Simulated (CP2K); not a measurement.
The system is MgS (Niningerite).

```xyz
2
Lattice="3.6793 0.0000 0.0000 1.8396 3.1864 0.0000 1.8396 1.0621 3.0041" Properties=species:S:1:pos:R:3 pbc="T T T"
S     3.6793    2.1242    1.5021
Mg    0.0000    0.0000    0.0000
```

Base run:

```yaml
Program: CP2K 2026.2
Functional: LDA
Potentials_or_basis: POTENTIAL_UZH S GTH-PBE-q6, Mg GTH-PBE-q10; TZVP-MOLOPT-PBE-GTH basis
Density_cutoff: 19048 eV
k_mesh: 9 × 9 × 9
Occupations: fermi-dirac, width 0.05 eV
Spin: no spin polarisation
```

Its results: band gap on the k mesh 2.52 eV, indirect (least direct gap 3.37 eV); pressure -0.7 GPa.

Q: The run is repeated on the same cell with these changes: functional from LDA to RPBE. What comes out?

A: Band gap on the k mesh 3.03 eV, indirect (least direct gap 3.81 eV); pressure 4.6 GPa.

RPBE binds less tightly than LDA, so the same cell stands under more pressure.

Caveats: the potentials were made for another functional, which shifts forces and pressure; the mesh misses the band edges, which the band path finds closer together; the basis of atomic orbitals isn't converged, which shifts pressures, moduli and gaps.
